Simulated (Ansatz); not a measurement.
A 6-atom cell of TiO2 (I4_1/amd) from a materials database, relaxed with r2SCAN, was run in Ansatz under altered settings. All numbers are computed, without spin polarisation but where a row says otherwise.

```xyz
6
Lattice="2.6712 -2.6713 -0.0200 2.6712 2.6713 -0.0200 -2.6353 0.0000 4.8119" Properties=species:S:1:pos:R:3 pbc="T T T"
Ti    2.0124    2.0034    1.1830
Ti    0.6947   -2.0034    3.5890
O    -0.6439   -0.6678    3.1893
O     3.3510    0.6678    1.5827
O     2.0334   -0.6678    3.9887
O     0.6737    0.6678    0.7833
```

The base run's other keys:
```yaml
kpoints:
  mp_grid: { grid: [4, 4, 4] }
hamiltonian:
  xc: hse06
scf:
  occupations: { method: fixed }
  n_extra_bands: 5
```

It takes 19 iterations with 1317 plane waves at 420 eV and 24 k points, and leaves a mean stress of -2.59 GPa. The gap over this mesh is 3.696 eV. It ran on 4 threads of Arm Neoverse N1 (shared host).

Outcomes, with energy and stress as changes against the base:
```
                                  setting    outcome  ΔF (meV/atom)  Δ mean stress (GPa)  gap on the mesh (eV)  iterations  wall time
PBE hybrid, exx coeff 0.75, omega 0.3 1/Å  converged              –                -11.1                 6.644          26       49 s
         scf.mixing.preconditioner: resta  converged            0.0                  0.0                 3.696          20       40 s
```
A dash marks a value that wasn't obtained or can't be compared. Stress is positive in compression. The base took 36 s.

- PBE hybrid, exx coeff 0.75, omega 0.3 1/Å. That is 75 % exact exchange, screened with ω = 0.3 1/Å, against HSE06's 25 % screened at 0.208 1/Å. The mean stress moves by -11.1 GPa and the gap on the mesh by +2.948 eV (to 6.644). Totals of different functionals aren't comparable.

Within 1 meV an atom, 0.1 GPa and 0.005 eV of the base stay: scf.mixing.preconditioner: resta.

The stress of a hybrid is loosely converged in these runs.

The meshes of the hybrids are coarse, so their gaps aren't converged to the digits shown.
